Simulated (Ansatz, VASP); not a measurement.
# Cross-check of In2GaAsP2 between VASP and Ansatz

One calculation is typed for both programs; each brings its own data sets. How far apart do they land? The cell is taken from a series of runs on this material, whose earlier steps may have relaxed, scaled, displaced or heated it; both programs get it as it stands.

Calculated with Ansatz 0.2.0; plane waves, with VASP 6.6.1 beside it; single point at HSE06.

### Step 1. Starting point

The cell holds 12 atoms: 4 In, 4 P, 2 Ga and 2 As. Cell: a = 4.105 Å, b = 4.098 Å, c = 17.447 Å, α = 90.0°, β = 90.0°, γ = 90.0°. It derives from InP. The structure's axis is c.

As a file:

```cif
data_structure
_symmetry_space_group_name_H-M 'P 1'
_symmetry_Int_Tables_number 1
_cell_length_a 4.1051
_cell_length_b 4.0980
_cell_length_c 17.4471
_cell_angle_alpha 90.000
_cell_angle_beta 90.000
_cell_angle_gamma 90.000
_cell_volume 293.51
loop_
_atom_site_label
_atom_site_type_symbol
_atom_site_fract_x
_atom_site_fract_y
_atom_site_fract_z
_atom_site_occupancy
In1 In 0.00000 0.00000 0.04330 1
In2 In 0.50000 0.50000 0.21424 1
In3 In 0.00000 0.00000 0.38509 1
In4 In 0.50000 0.50000 0.55588 1
P5 P 0.50000 0.00000 0.12856 1
P6 P 0.00000 0.50000 0.29953 1
P7 P 0.50000 0.00000 0.47039 1
P8 P 0.00000 0.50000 0.64184 1
Ga9 Ga 0.00000 0.00000 0.71466 1
Ga10 Ga 0.50000 0.50000 0.87288 1
As11 As 0.50000 0.00000 0.79362 1
As12 As 0.00000 0.50000 0.95114 1
```

### Step 2. Ansatz: single point, HSE06

Ansatz runs on its PAW soft_1 files.

A single point gives forces, pressure and levels at one fixed geometry, so differences don't come from the geometry; what else differs is listed under the comparison.

Input file input.yaml:

```yaml
crystal:
  lattice:
    - [4.1050956851, 0.0, 0.0]
    - [0.0, 4.0979990123, 0.0]
    - [0.0, 0.0, 17.4471179195]
  atoms:
    - { symbol: In, position: [0.0, 0.0, 0.0432998252] }
    - { symbol: P, position: [0.5, 0.0, 0.1285604049] }
    - { symbol: In, position: [0.5, 0.5, 0.214242971] }
    - { symbol: P, position: [0.0, 0.5, 0.2995325205] }
    - { symbol: In, position: [0.0, 0.0, 0.3850873542] }
    - { symbol: P, position: [0.5, 0.0, 0.4703928328] }
    - { symbol: In, position: [0.5, 0.5, 0.5558772797] }
    - { symbol: P, position: [0.0, 0.5, 0.6418374433] }
    - { symbol: Ga, position: [0.0, 0.0, 0.7146634203] }
    - { symbol: As, position: [0.5, 0.0, 0.7936238232] }
    - { symbol: Ga, position: [0.5, 0.5, 0.8728798871] }
    - { symbol: As, position: [0.0, 0.5, 0.951137708] }
kpoints:
  mp_grid: { grid: [4, 4, 2] }
  band_path:
    path:
      - [0.0, 0.0, 0.0]
      - [0.5, 0.0, 0.0]
      - [0.5, 0.5, 0.0]
      - [0.0, 0.5, 0.0]
      - [0.0, 0.0, 0.5]
      - [0.5, 0.0, 0.5]
      - [0.5, 0.5, 0.5]
      - [0.0, 0.5, 0.5]
    npoints: 1
hamiltonian:
  xc: hse06
  pseudopotentials: { kind: paw, azcp: { folder: soft_1 } }
scf:
  occupations: { method: fixed }
  n_extra_bands: 8
output:
  eigenvalues: true
  write_density: true
  write_potential: true
  elf: true
  volumetric_format: npy
```

Started as:

```sh
ansatz run input.yaml --threads 3 --pin off --max-ram 92160MiB --backend cuda --events-out ev --progress --plain --runs-dir out --devices 1 --max-vram 13GiB
```

Numbers of over 12 decimals in the logs are rounded to 6 here.

The log of the run:

```text
scf.n_extra_bands = 8 over 64 filled bands (N_el = 128.0): the run solves 72 bands
GPUs: using 1 of 1 available (devices: 1).
Engine: ansatz 0.2.0, x86_64-unknown-linux-gnu
Pseudopotentials: kind: paw
Pseudopotential: In, paw, valence charge 13, recommended cutoff 420 eV (normal), soft_1/In.paw.azcp
Pseudopotential: P, paw, valence charge 5, recommended cutoff 420 eV (normal), soft_1/P.paw.azcp
Pseudopotential: Ga, paw, valence charge 13, recommended cutoff 420 eV (normal), soft_1/Ga.paw.azcp
Pseudopotential: As, paw, valence charge 15, recommended cutoff 420 eV (normal), soft_1/As.paw.azcp
Functional definition: HSE06
  parameter a = 0.25
  parameter omega = 0.11/bohr
  exchange = pbe_x - a*pbe_x_sr(omega) + a*exact_x_sr(omega)
  correlation = pbe_c
davidson cushion auto → on  (no smearing: the cushion is to keep the highest requested band from converging to the state above it; pin scf.eigensolver.cushion to override)
device memory: the entry about to start is reckoned to put 4.5 GiB on a device that reports 36.4 GiB free (of which the cap on the GPU budget leaves the run 13.0 GiB)
GPU FFT provider: cuFFT
GPU libraries: cuBLAS 13.8.2, cuFFT 12.4.0, cuSOLVER 12.3.4
Crystal: 12 atoms, lattice volume = 293.507 Å³
Basis set: ecut = 420 eV, 5739 PW (Γ)
Bands: 72, of which v1, the nominal top of the filled ones, is band 64 counted from 1 (63 counted from 0)
Symmetry: 4 space group operations
Space group: Pmm2 (ITA 25), of the structure as read, at distance tolerance 6.6e-5 Å
k-points: 18 of 32
Non-local potential: In, projectors of the file, l = 0: 2, l = 1: 2, l = 2: 2, l = 3: 1
Non-local potential: P, projectors of the file, l = 0: 2, l = 1: 2, l = 2: 1
Non-local potential: Ga, projectors of the file, l = 0: 2, l = 1: 2, l = 2: 3, l = 3: 1
Non-local potential: As, projectors of the file, l = 0: 2, l = 1: 2, l = 2: 3, l = 3: 1
PAW form: soft (Blöchl's): semilocal exchange-correlation on the pseudo side does not see the compensation charge
PAW frozen core: In, regenerated for the run's functional, and the local potential with it (the file was generated under x = pbe(κ = 0.804, μ = 0.219515), c = pbe(β = 0.066725))
PAW frozen core: P, regenerated for the run's functional, and the local potential with it (the file was generated under x = pbe(κ = 0.804, μ = 0.219515), c = pbe(β = 0.066725))
PAW frozen core: Ga, regenerated for the run's functional, and the local potential with it (the file was generated under x = pbe(κ = 0.804, μ = 0.219515), c = pbe(β = 0.066725))
PAW frozen core: As, regenerated for the run's functional, and the local potential with it (the file was generated under x = pbe(κ = 0.804, μ = 0.219515), c = pbe(β = 0.066725))
PAW one-centre angular grid: In, 590 points (default); XC on 64 Gauss nodes
PAW one-centre angular grid: P, 110 points (default); XC on 64 Gauss nodes
PAW one-centre angular grid: Ga, 590 points (default); XC on 64 Gauss nodes
PAW one-centre angular grid: As, 590 points (default); XC on 64 Gauss nodes
Initial density: superposition of atomic densities (chi_scale 0.1, normalization cell, long waves 7 % of neutral atoms (reshape's long-wave potential 1.07 eV rms, cloud 2.61 Å wide))
Initial wavefunctions: pseudopotential atomic-orbital guess
GPU buffer pool allocated for 108000 grid points (all kernels)
GPU transforms: local potential and band sums: pruned to the plane-wave sphere, on 27×27×120
Functional: x = pbe(κ = 0.804, μ = 0.219515), c = pbe(β = 0.066725), warm-up for x = pbe(κ = 0.804, μ = 0.219515) + 0.25 (exact − pbe) at short range (hse, ω = 0.207870 Å⁻¹), c = pbe(β = 0.066725); HSE06 as pw.x's `hse` composes it (authors' and Libxc's form: `xc: wpbeh`)
SCF iter   1: F=—  HF=-42697.305920 eV  |F-HF|=—  |Δ(HF+E_count)|=         —  Δρ=3.73e-2  dr2=1.29e1  ethr=1.00e-1  ⟨swp⟩=5.1  Hψ=3894  notcnv=0
preconditioner: auto → none  [insulator: Δε(μ)=0.005 eV  Ē_g=12.626 eV  n_scr=76 (ndim 8)  ℏωp=22.5 eV  f_vac=0.000]
SCF iter   2: F=—  HF=-42721.226077 eV  |F-HF|=—  |Δ(HF+E_count)|=    2.39e1  Δρ=8.60e-2  dr2=9.47e2  ethr=1.01e-2  ⟨swp⟩=7.0  Hψ=4046  notcnv=0  recentre
SCF iter   3: F=—  HF=-42697.328501 eV  |F-HF|=—  |Δ(HF+E_count)|=    2.39e1  Δρ=3.29e-2  dr2=1.41e1  ethr=1.01e-2  ⟨swp⟩=6.7  Hψ=3697  notcnv=0  defer=24
SCF iter   4: F=—  HF=-42696.500426 eV  |F-HF|=—  |Δ(HF+E_count)|=   8.28e-1  Δρ=2.96e-2  dr2=5.98e0  ethr=1.01e-2  ⟨swp⟩=2.1  Hψ=2864  notcnv=0  defer=1
SCF iter   5: F=—  HF=-42696.011073 eV  |F-HF|=—  |Δ(HF+E_count)|=   4.89e-1  Δρ=2.48e-2  dr2=2.63e0  ethr=4.67e-3  ⟨swp⟩=2.2  Hψ=2867  notcnv=0  defer=1
SCF iter   6: F=—  HF=-42695.930019 eV  |F-HF|=—  |Δ(HF+E_count)|=   8.11e-2  Δρ=1.30e-2  dr2=1.79e0  ethr=2.06e-3  ⟨swp⟩=4.7  Hψ=3154  notcnv=0  defer=8
SCF iter   7: F=—  HF=-42696.180452 eV  |F-HF|=—  |Δ(HF+E_count)|=   2.50e-1  Δρ=8.01e-3  dr2=5.04e0  ethr=1.40e-3  ⟨swp⟩=4.4  Hψ=3071  notcnv=0  defer=1  recentre
[...]
SCF 1 stopped early in 14 iterations: F = -42695.623838 eV  dr2 = 1.63e-5
  greatest PAW one-centre occupation: 0.999 electrons in one spin orbital (limit 2), on the As atom at site 9 (counted from 0), in its partial waves of l = 2
[...]
GPU buffer pool allocated for 108000 grid points (all kernels)
GPU transforms: local potential and band sums: pruned to the plane-wave sphere, on 27×27×120
Functional: x = pbe(κ = 0.804, μ = 0.219515) + 0.25 (exact − pbe) at short range (hse, ω = 0.207870 Å⁻¹), c = pbe(β = 0.066725); HSE06 as pw.x's `hse` composes it (authors' and Libxc's form: `xc: wpbeh`)
Exchange kernel: α = 0.2500, screened, ω = 0.2079 Å⁻¹, Wigner–Seitz truncation, v(0) = 1040.2338 eV·Å³, q-mesh 4×4×2, nearest image of the exchange supercell L = 16.39 Å, pair-density grid 20×20×75, without the augmentation charges, whose exchange is taken in its separable form by FFT convolution over the k-point mesh (sized by the pseudopotential files, 30×30×120 at the most), smooth part of the exact exchange by density-matrix convolution in up to 10.37 GiB of GPU memory as planned if the GPU has room (build and FFT work areas not counted)
Frozen-core exchange: fock
SCF iter   1: F=—  HF=-42717.254845 eV  |F-HF|=—  |Δ(HF+E_count)|=         —  Δρ=8.71e-3  dr2=9.85e-2  ethr=1.27e-7  ⟨swp⟩=10.5  Hψ=9502  notcnv=0
preconditioner: auto → none  [insulator: Δε(μ)=1.185 eV  Ē_g=15.080 eV  n_scr=76 (ndim 8)  ℏωp=22.5 eV  f_vac=0.033]
SCF iter   2: F=—  HF=-42717.212321 eV  |F-HF|=—  |Δ(HF+E_count)|=   4.25e-2  Δρ=2.17e-3  dr2=4.16e-2  ethr=1.27e-7  ⟨swp⟩=8.3  Hψ=6677  notcnv=0  defer=2
SCF iter   3: F=—  HF=-42717.206337 eV  |F-HF|=—  |Δ(HF+E_count)|=   5.98e-3  Δρ=1.14e-3  dr2=1.28e-2  ethr=1.27e-7  ⟨swp⟩=8.5  Hψ=6323  notcnv=0  defer=9
SCF iter   4: F=—  HF=-42717.251522 eV  |F-HF|=—  |Δ(HF+E_count)|=   4.52e-2  Δρ=1.44e-3  dr2=3.78e-3  ethr=1.27e-7  ⟨swp⟩=7.6  Hψ=6474  notcnv=0  defer=2
SCF iter   5: F=—  HF=-42717.250695 eV  |F-HF|=—  |Δ(HF+E_count)|=   8.27e-4  Δρ=3.45e-4  dr2=9.42e-4  ethr=1.27e-7  ⟨swp⟩=5.0  Hψ=5129  notcnv=0
SCF iter   6: F=—  HF=-42717.250569 eV  |F-HF|=—  |Δ(HF+E_count)|=   1.26e-4  Δρ=1.07e-4  dr2=2.82e-4  ethr=1.27e-7  ⟨swp⟩=4.7  Hψ=3646  notcnv=0
SCF iter   7: F=—  HF=-42717.251823 eV  |F-HF|=—  |Δ(HF+E_count)|=   1.25e-3  Δρ=1.76e-4  dr2=1.85e-4  ethr=8.39e-8  ⟨swp⟩=5.1  Hψ=4639  notcnv=0
SCF iter   8: F=-42717.251776 eV  HF=-42717.251779 eV  |F-HF|=2.49e-6  |Δ(HF+E_count)|=   4.46e-5  Δρ=3.73e-5  dr2=1.18e-5  ethr=8.39e-8  ⟨swp⟩=4.1  Hψ=3305  notcnv=0
SCF 2 stopped early in 8 iterations: F = -42717.251776 eV  dr2 = 1.18e-5
hybrid outer 1: dexx = +5.351e-2 eV, tail = 1.91e-4 eV
GPU FFT provider: cuFFT
GPU libraries: cuBLAS 13.8.2, cuFFT 12.4.0, cuSOLVER 12.3.4
GPU buffer pool allocated for 108000 grid points (all kernels)
GPU transforms: local potential and band sums: pruned to the plane-wave sphere, on 27×27×120
Exchange kernel: α = 0.2500, screened, ω = 0.2079 Å⁻¹, Wigner–Seitz truncation, v(0) = 1040.2338 eV·Å³, q-mesh 4×4×2, nearest image of the exchange supercell L = 16.39 Å, pair-density grid 20×20×75, without the augmentation charges, whose exchange is taken in its separable form by FFT convolution over the k-point mesh (sized by the pseudopotential files, 30×30×120 at the most), smooth part of the exact exchange by density-matrix convolution in up to 8.17 GiB of GPU memory as planned if the GPU has room (build and FFT work areas not counted)
Frozen-core exchange: fock
SCF iter   1: F=—  HF=-42717.251222 eV  |F-HF|=—  |Δ(HF+E_count)|=         —  Δρ=5.09e-5  dr2=1.07e-5  ethr=7.45e-7  ⟨swp⟩=3.4  Hψ=3110  notcnv=0
preconditioner: auto → none  [insulator: Δε(μ)=1.251 eV  Ē_g=15.005 eV  n_scr=76 (ndim 8)  ℏωp=22.5 eV  f_vac=0.035]
iter 2 solved again at ethr=6.30e-10 eV; its pass at ethr=6.41e-9 eV (dr2=8.06e-7 eV) is discarded
SCF iter   2: F=—  HF=-42717.251224 eV  |F-HF|=—  |Δ(HF+E_count)|=   1.74e-6  Δρ=2.48e-5  dr2=1.57e-6  ethr=6.30e-10  ⟨swp⟩=2.1  Hψ=7558  notcnv=0
SCF iter   3: F=—  HF=-42717.251229 eV  |F-HF|=—  |Δ(HF+E_count)|=   5.16e-6  Δρ=1.65e-5  dr2=8.64e-7  ethr=6.30e-10  ⟨swp⟩=5.8  Hψ=4520  notcnv=0  defer=4
SCF iter   4: F=-42717.251228 eV  HF=-42717.251228 eV  |F-HF|=3.05e-8  |Δ(HF+E_count)|=   2.36e-7  Δρ=3.89e-6  dr2=5.60e-8  ethr=6.30e-10  ⟨swp⟩=3.4  Hψ=3195  notcnv=0
SCF 3 converged in 4 iterations: F = -42717.251228 eV  dr2 = 5.60e-8
hybrid outer 2: dexx = +5.676e-6 eV, tail = 2.56e-7 eV, Δε = 2.57e-3 eV (about 1.17e-4 eV left of the loop's levels)
the search or the solves at the SCF's close seem to have found levels that the self-consistency loop had missed (the run counts 1). By its estimate they hold under 1e-12 electrons; where the run keeps them, the occupations were computed again with them
device memory: the entry about to start is reckoned to put 1.6 GiB on a device that reports 51.2 GiB free (of which the cap on the GPU budget leaves the run 13.0 GiB)
NSCF: frozen V_eff on 8 k-points
hybrid SCF converged: 2 outer / 12 inner (+14 warm-up), last move |dexx| = 5.68e-6 eV, tail = 2.56e-7 eV
Stability not checked: this state was not tested for a lower state beside it, because the functional holds exact exchange (a hybrid, or Hartree-Fock), whose exchange loop this test does not read (fock_operator; see scf.lower_state_search)
Free energy (F): -42717.251228 eV
Frozen-core exchange: fock
Harris-Foulkes:  -42717.251228 eV  (|F-HF|=3.05e-8)
Internal energy: -42717.251228 eV  (E = F + TS)
E sigma→0 (E₀):  -42717.251228 eV
Fermi energy:    6.941163 eV
--- Per-component energies (eV) ---
  E_band       = -1125.718691
  E_kinetic    = 1567.580088
  E_local      = -16654.243562  (includes V_loc(G=0)·N_el)
  E_nonlocal   = 458.089290
  E_hartree    = 8417.345278
  E_xc         = -907.303890
  E_vxc        = -691.166743  (∫ρ·V_xc dr)
  E_exx        = -380.618278  (= α·E_x^exact, valence–valence)
  E_paw        = -26951.834974  (= ΣΔE_a)
  E_vpaw       = -1879.434968  (= ΣTr[D̂ρ^β])
  E_aug_tail   = 0.000190  (compensation charges beyond the density's cutoff)
  E_ewald      = -8266.711700
  E_core_change = 0.446329  (= ΣΔE_core)
  E_smearing   = -0.000000  (= −TS)
  E_closure    = 0.000000  (closes the sum)
  Σ components = -42717.251228   (vs F -42717.251228, Δ=0.00e0)
--- Band table (eV; the first three rows and the last of 18) ---
  k-point 0: bands = [... 60 lower, 6.0630, 6.8059, 6.8315, 6.9412, 8.1924, 8.9689, 9.1327, 9.4238, ... 4 higher]
  k-point 1: bands = [... 60 lower, 6.3811, 6.4360, 6.6262, 6.8125, 8.8163, 9.0374, 9.1981, 9.2899, ... 4 higher]
  k-point 2: bands = [... 60 lower, 5.9985, 6.0433, 6.1920, 6.5512, 9.1990, 9.3748, 9.6895, 9.9219, ... 4 higher]
  k-point 17: bands = [... 60 lower, 4.0478, 4.0916, 4.0955, 4.1121, 9.4611, 9.5294, 9.6287, 9.6759, ... 4 higher]
```

The column dr2 measures how far the density is from self-consistency, as an energy; F and HF (Harris–Foulkes) agree once it is small.

(Continued in part 2 of 2.)

[Lines on the potential files, build, host, timing and source positions are cut from VASP's logs without a mark.]

[Logs are printed without paths, hosts, clocks, repeated set-up lines and the standing remarks that a program may print on its own settings, such as how far it seeks lower states.]

[Hosts, paths, dates, database ids (printed as entryN), source tags and the programs' standing remarks are cut or masked in the printed files.]
